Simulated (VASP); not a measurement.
# BaTe (Fm-3m) in VASP: notebook

One crystal, BaTe, is run at these levels: PBE; tasks: single point, relaxation of cell and atoms.

Everything below comes from runs of VASP 6.6.1. Logs are shortened: lines on timing, memory, paths and dates and some standing lists are left out, and cuts for length are marked.

### 1 The structure

The structure is cubic, space group Fm-3m (No. 225). Conventional cell: a = 7.067 Å, b = 7.067 Å, c = 7.067 Å, α = 90.00°, β = 90.00°, γ = 90.00°. Around Ba (site symmetry m-3m) lie 6 Te at 3.53 Å. Te (site symmetry m-3m) has 6 Ba at 3.53 Å as nearest neighbours.

The cell comes from a database or a generator and needn't be the stable form of this composition.

### 2 Single point, PBE

INCAR

```
  PREC = Accurate
  ENCUT = 520
  EDIFF = 1E-6
  ISMEAR = 0
  SIGMA = 0.02
  LREAL = False
  LASPH = True
  NELM = 60
  ALGO = Normal
  ISIF = 2
  LWAVE = False
  LCHARG = False
  GGA = PE
  NBANDS = 15
```

KPOINTS

```
Automatic mesh
0
Gamma
  8 8 8
```

POSCAR

```
BaTe
1.0
    0.0000000000      3.5332888740      3.5332888740
    3.5332888740      0.0000000000      3.5332888740
    3.5332888740      3.5332888740      0.0000000000
Ba Te
1 1
Direct
    0.0000000000      0.0000000000      0.0000000000
    0.5000000000      0.5000000000      0.5000000000
```

Potentials or basis: VASP PAW PBE potentials, release 64 (Ba_sv, Te).

Launch:

```console
$ cat potpaw_PBE.64/Ba_sv/POTCAR potpaw_PBE.64/Te/POTCAR > POTCAR
$ mpirun -np 1 vasp_std > vasp.out
```

OUTCAR:

```text
PREC = Accurate
   ENCUT = 520
   EDIFF = 1E-6
   ISMEAR = 0
   LREAL = False
   LASPH = True
   NELM = 60
   ISIF = 2
   GGA = PE

 ion  position               nearest neighbor table
   1  0.000  0.000  0.000-   2 3.53   2 3.53   2 3.53   2 3.53   2 3.53   2 3.53
   2  0.500  0.500  0.500-   1 3.53   1 3.53   1 3.53   1 3.53   1 3.53   1 3.53

  LATTYP: Found a face centered cubic cell.
 ALAT       =     7.0665777480

  Lattice vectors:

 A1 = (   0.0000000000,   3.5332888740,   3.5332888740)
 A2 = (   3.5332888740,   0.0000000000,   3.5332888740)
 A3 = (   3.5332888740,   3.5332888740,   0.0000000000)

Analysis of symmetry for initial positions (statically):
=====================================================================
 Subroutine PRICEL returns:
 Original cell was already a primitive cell.

 Routine SETGRP: Setting up the symmetry group for a
 face centered cubic supercell.

 Subroutine GETGRP returns: Found 48 space group operations
 (whereof 48 operations were pure point group operations)
 out of a pool of 48 trial point group operations.

The static configuration has the point symmetry O_h .

Analysis of symmetry for dynamics (positions and initial velocities):
=====================================================================
 Subroutine PRICEL returns:
 Original cell was already a primitive cell.

 Routine SETGRP: Setting up the symmetry group for a
 face centered cubic supercell.

 Subroutine GETGRP returns: Found 48 space group operations
 (whereof 48 operations were pure point group operations)
 out of a pool of 48 trial point group operations.

The dynamic configuration has the point symmetry O_h .

 Subroutine INISYM returns: Found 48 space group operations
 (whereof 48 operations are pure point group operations),
 and found     1 'primitive' translations

----------------------------------------------------------------------------------------

                                     Primitive cell

  volume of cell :      88.2201

  direct lattice vectors                    reciprocal lattice vectors
     0.000000000  3.533288874  3.533288874    -0.141511215  0.141511215  0.141511215
     3.533288874  0.000000000  3.533288874     0.141511215 -0.141511215  0.141511215
     3.533288874  3.533288874  0.000000000     0.141511215  0.141511215 -0.141511215

  length of vectors
     4.996825045  4.996825045  4.996825045     0.245104613  0.245104613  0.245104613

  position of ions in fractional coordinates (direct lattice)
     0.000000000  0.000000000  0.000000000
     0.500000000  0.500000000  0.500000000

  ion indices of the primitive-cell ions
   primitive index   ion index
                 1           1
                 2           2

----------------------------------------------------------------------------------------

 KPOINTS: Automatic mesh

Automatic generation of k-mesh.
 Grid dimensions read from file:
 generate k-points for:    8    8    8

 Generating k-lattice:

  Cartesian coordinates                     Fractional coordinates (reciprocal lattice)
    -0.017688902  0.017688902  0.017688902     0.125000000  0.000000000  0.000000000
     0.017688902 -0.017688902  0.017688902     0.000000000  0.125000000  0.000000000
     0.017688902  0.017688902 -0.017688902     0.000000000  0.000000000  0.125000000

  Length of vectors
     0.030638077  0.030638077  0.030638077

  Shift w.r.t. Gamma in fractional coordinates (k-lattice)
     0.000000000  0.000000000  0.000000000

 Subroutine IBZKPT returns following result:
 ===========================================

 Found     29 irreducible k-points:

 Following reciprocal coordinates:
            Coordinates               Weight
  0.000000  0.000000  0.000000      1.000000
  0.125000  0.000000  0.000000      8.000000
  0.250000  0.000000  0.000000      8.000000
  0.375000  0.000000  0.000000      8.000000
  0.500000  0.000000  0.000000      4.000000
  0.125000  0.125000  0.000000      6.000000
[... 16 lines left out ...]
  0.500000  0.250000  0.125000     48.000000
 -0.375000  0.250000  0.125000     24.000000
 [... further k-points ...]
   k-points           NKPTS =     29   k-points in BZ     NKDIM =     29   number of bands    NBANDS=     15
   number of dos      NEDOS =    301   number of ions     NIONS =      2
   total plane-waves  NPLWV =  64000
   dimension x,y,z NGX =    40 NGY =   40 NGZ =   40
   dimension x,y,z NGXF=    80 NGYF=   80 NGZF=   80
   ions per type =               1   1
   NGX,Y,Z   is equivalent  to a cutoff of  13.31, 13.31, 13.31 a.u.
   NGXF,Y,Z  is equivalent  to a cutoff of  26.62, 26.62, 26.62 a.u.
 SYSTEM =  unknown system
   PREC   = accura    normal or accurate (medium, high low for compatibility)
   ISTART =      0    job   : 0-new  1-cont  2-samecut
   ICHARG =      2    charge: 1-file 2-atom 10-const
   ISPIN  =      1    spin polarized calculation?
   LNONCOLLINEAR =      F non collinear calculations
   LSORBIT =      F    spin-orbit coupling
   LASPH  =      T    aspherical Exc in radial PAW
   ENCUT  =  520.0 eV  38.22 Ry    6.18 a.u.   9.29  9.29  9.29*2*pi/ulx,y,z
   NELM   =     60;   NELMIN=  2; NELMDL= -5     # of ELM steps
   EDIFF  = 0.1E-05   stopping-criterion for ELM
   LREAL  =      F    real-space projection
   EDIFFG = 0.1E-04   stopping-criterion for IOM
   NSW    =      0    number of steps for IOM
   IBRION =     -1    ionic relax: 0-MD 1-quasi-New 2-CG
   NFREE  =      0    steps in history (QN), initial steepest desc. (CG)
   ISIF   =      2    stress and relaxation
   ISYM   =      2    0-nonsym 1-usesym 2-fastsym
   POTIM  = 0.5000    time-step for ionic-motion
   TEBEG  =    0.0;   TEEND  =   0.0 temperature during run
   PSTRESS=    0.0 pullay stress
   NELECT =      16.0000    total number of electrons
   NUPDOWN=      -1.0000    fix difference up-down
   EMIN   =  10.00;   EMAX   =-10.00  energy-range for DOS
   EFERMI =   0.00;   METHOD = LEGACY
   ISMEAR =     0;   SIGMA  =   0.02  broadening in eV -4-tet -1-fermi 0-gaus
   EFERMI_NEDOS =   21; number of points for ismear=-14 and -15
   IALGO  =     38    algorithm
   IMIX   =      4    mixing-type and parameters
     AMIX     =   0.40;   BMIX     =  1.00
     AMIX_MAG =   1.60;   BMIX_MAG =  1.00
  volume/ion in A,a.u.               =      44.11       297.67
  Fermi-wavevector in a.u.,A,eV,Ry     =   0.926671  1.751155 11.683589  0.858720
  Thomas-Fermi vector in A             =   2.052659
   LORBIT       =      0    0 simple, 1 ext, 2 COOP (PROOUT), +10 PAW based schemes
   GGA     = PE    functional components
   LHFCALC =     F    Hartree Fock is set to
   AEXX    =    0.0000 exact exchange contribution
   IVDW    =     0    specifies the selected vdW correction
   LEPSILON=     F    determine dielectric tensor
   LRPA    =     F    only Hartree local field effects (RPA)
 non-spin polarized calculation
 Gauss-broadening in eV      SIGMA  =   0.02
  energy-cutoff  :      520.00
  volume of cell :       88.22
 maximum number of plane-waves:      2421
 NGX is ok and might be reduce to    40
   NGX = 19   NGY = 19   NGZ = 19

 number of electron      16.0000000 magnetization

 Free energy of the ion-electron system (eV)
  ---------------------------------------------------
  ext. energy  EPLUGINS =         0.00000000
  ---------------------------------------------------
  free energy    TOTEN  =        -8.62878403 eV

  energy without entropy =       -8.62878403  energy(sigma->0) =       -8.62878403

 E-fermi :   2.2395     XC(G=0):  -8.1329

 val. band max:        2.1004567358   @ k =   0.0000   0.0000   0.0000
 cond. band min:       3.6801325754   @ k =   0.5000   0.5000   0.0000
 fundamental gap:      1.5796758396
 Fermi energy:         2.2394978231

 k-point     1 :       0.0000    0.0000    0.0000
  band No.  band energies     occupation
      1     -24.9939      2.00000
      2     -10.1385      2.00000
      3     -10.1385      2.00000
      4     -10.1385      2.00000
      5      -7.3790      2.00000
      6       2.1005      2.00000
      7       2.1005      2.00000
      8       2.1005      2.00000
      9       4.9019      0.00000
     10       5.0429      0.00000
     11       5.0429      0.00000
     12       5.0429      0.00000
     13       5.6301      0.00000
     14       5.6301      0.00000
     15       9.0838      0.00000

 k-point     2 :       0.1250    0.0000    0.0000
  band No.  band energies     occupation
      1     -24.9923      2.00000
      2     -10.2000      2.00000
      3     -10.1401      2.00000
      4     -10.1401      2.00000
      5      -7.2781      2.00000
      6       1.6013      2.00000
      7       1.8789      2.00000
      8       1.8789      2.00000
      9       5.0377      0.00000
     10       5.2319      0.00000
     11       5.2319      0.00000
     12       5.5832      0.00000
     13       6.0555      0.00000
     14       6.0555      0.00000
     15       9.5561      0.00000

 k-point     3 :       0.2500    0.0000    0.0000
  band No.  band energies     occupation
      1     -24.9883      2.00000
      2     -10.3353      2.00000
      3     -10.1440      2.00000
      4     -10.1440      2.00000
      5      -7.0430      2.00000
      6       0.7785      2.00000
      7       1.4644      2.00000
      8       1.4644      2.00000
      9       5.2123      0.00000
     10       5.7340      0.00000
     11       5.7340      0.00000
     12       6.7947      0.00000
     13       7.0983      0.00000
     14       7.0983      0.00000
     15      10.2651      0.00000
[... 343 lines left out ...]
 k-point    23 :       0.5000    0.2500    0.1250
  band No.  band energies     occupation
      1     -24.9822      2.00000
      2     -10.3998      2.00000
      3     -10.2071      2.00000
      4     -10.1650      2.00000
      5      -6.9018      2.00000
      6       0.3811      2.00000
      7       1.1273      2.00000
      8       1.3322      2.00000
      9       5.1842      0.00000
     10       6.5475      0.00000
     11       6.8900      0.00000
     12       7.0318      0.00000
     13       7.6611      0.00000
     14       9.2044      0.00000
     15       9.4192      0.00000

 k-point    24 :      -0.3750    0.2500    0.1250
  band No.  band energies     occupation
      1     -24.9808      2.00000
      2     -10.4223      2.00000
      3     -10.2095      2.00000
      4     -10.1734      2.00000
      5      -6.8621      2.00000
      6       0.3386      2.00000
      7       1.1024      2.00000
      8       1.1386      2.00000
      9       5.7770      0.00000
     10       6.0408      0.00000
     11       7.2336      0.00000
     12       7.4675      0.00000
     13       7.9426      0.00000
     14       8.7968      0.00000
     15       9.9630      0.00000

 [... further k-points ...]

------------------------ aborting loop because EDIFF is reached ----------------------------------------

  FORCE on cell =-STRESS in cart. coord.  units (eV):
  Direction    XX          YY          ZZ          XY          YZ          ZX
  --------------------------------------------------------------------------------------
  -------------------------------------------------------------------------------------
  Total        0.1518273      0.1518273      0.1518273      0.0000000      0.0000000     -0.0000000
  in kB        2.7573569      2.7573569      2.7573569      0.0000000      0.0000000     -0.0000000
  external PRESSURE =       2.7573569 kB  Pullay stress =       0.0000000 kB

 VOLUME and BASIS-vectors are now :
 -----------------------------------------------------------------------------
  energy-cutoff  :      520.00
  volume of cell :       88.22
      direct lattice vectors                 reciprocal lattice vectors
     0.000000000  3.533288874  3.533288874    -0.141511215  0.141511215  0.141511215
     3.533288874  0.000000000  3.533288874     0.141511215 -0.141511215  0.141511215
     3.533288874  3.533288874  0.000000000     0.141511215  0.141511215 -0.141511215

 POSITION                                       TOTAL-FORCE (eV/Angst)
 -----------------------------------------------------------------------------------
      0.00000      0.00000      0.00000        -0.000000     -0.000000      0.000000
      3.53329      3.53329      3.53329         0.000000      0.000000     -0.000000
 -----------------------------------------------------------------------------------
    total drift:                                0.000000     -0.000000     -0.000000

  FREE ENERGIE OF THE ION-ELECTRON SYSTEM (eV)
  ---------------------------------------------------
  free  energy   TOTEN  =        -8.6287840336 eV

  energy  without entropy=       -8.6287840336  energy(sigma->0) =       -8.62878403
```

Run time: 60 s. Hardware: 1 thread of Intel Xeon Platinum 8259CL at 2.50GHz (Skylake/Cascade Lake), shared host; peak memory 0.25 GiB.

What came out:

| Quantity | Value |
| --- | --- |
| Free energy | -8.6288 eV |
| Pressure | 0.3 GPa |
| Band gap on the k mesh | 1.58 eV, indirect (least direct gap 1.96 eV) |

Caveat: spin-orbit coupling is left out, which moves the levels of the heavy elements. A k mesh can miss the band edges.

(Part 1 of 2 ends here.)
